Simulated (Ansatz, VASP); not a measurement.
CaO in VASP and in Ansatz

Contents of INCAR:

```
SYSTEM = CaO
  PREC = Accurate
  ENCUT = 520
  EDIFF = 1E-6
  ISMEAR = 0
  SIGMA = 0.05
  LREAL = .False.
  LASPH = .True.
  NELM = 60
  ALGO = Normal
  ISIF = 2
  LWAVE = .False.
  LCHARG = .True.
  LELF = .True.
  LVHAR = .True.
  NBANDS = 15
```

File KPOINTS:

```
regular mesh
0
Gamma
  8 8 8
  0 0 0
```

The input POSCAR:

```
CaO
1.0
    0.0000000000      2.3755300000      2.4122650000
    2.3755300000      0.0000000000      2.4122650000
    2.3755300000      2.3755300000      0.0000000000
Ca O
1 1
Direct
    0.0000000000      0.0000000000      0.0000000000
    0.5000000000      0.5000000000      0.5000000000
```

Input for Ansatz:

```yaml
crystal:
  lattice:
    - [0.0, 2.37553, 2.412265]
    - [2.37553, 0.0, 2.412265]
    - [2.37553, 2.37553, 0.0]
  atoms:
    - { symbol: Ca, position: [0.0, 0.0, 0.0] }
    - { symbol: O, position: [0.5, 0.5, 0.5] }
basis:
  ecutwfc: 420
kpoints:
  mp_grid: { grid: [8, 8, 8] }
hamiltonian:
  xc: lda
scf:
  occupations: { method: gaussian, width: 0.05 }
output:
  forces: true
  stress: true
  eigenvalues: true
```

Change from the starting cell: strain -0.030 along x and y, -0.015 along z, atoms carried along.

Alike in both runs: task single point; functional LDA; k mesh 8 × 8 × 8; occupations gaussian, width 0.05 eV; no spin polarisation.

|  | VASP | Ansatz |
| --- | --- | --- |
| version | VASP 6.6.1 | Ansatz 0.2.0 |
| potentials or method | VASP PAW LDA potentials, release 64 (Ca_sv, O) | scalar-relativistic, plane waves, PAW |
| plane-wave cutoff (eV) | 520 | 420 |
| valence electrons in the cell | 16 | 16 |

Ansatz gave:

```
gap on the k mesh at the Fermi level (eV)       : 3.45
least direct gap on the mesh (eV)               : 3.83
pressure (GPa)                                  : -5.0
largest component of the traceless stress (GPa) : 1.53
```

**Question.** Estimate VASP's values.

**Answer.** gap on the k mesh at the Fermi level (eV): 3.42; least direct gap on the mesh (eV): 3.80; pressure (GPa): -4.1; largest component of the traceless stress (GPa): 1.62.

A k mesh can miss the band edges.
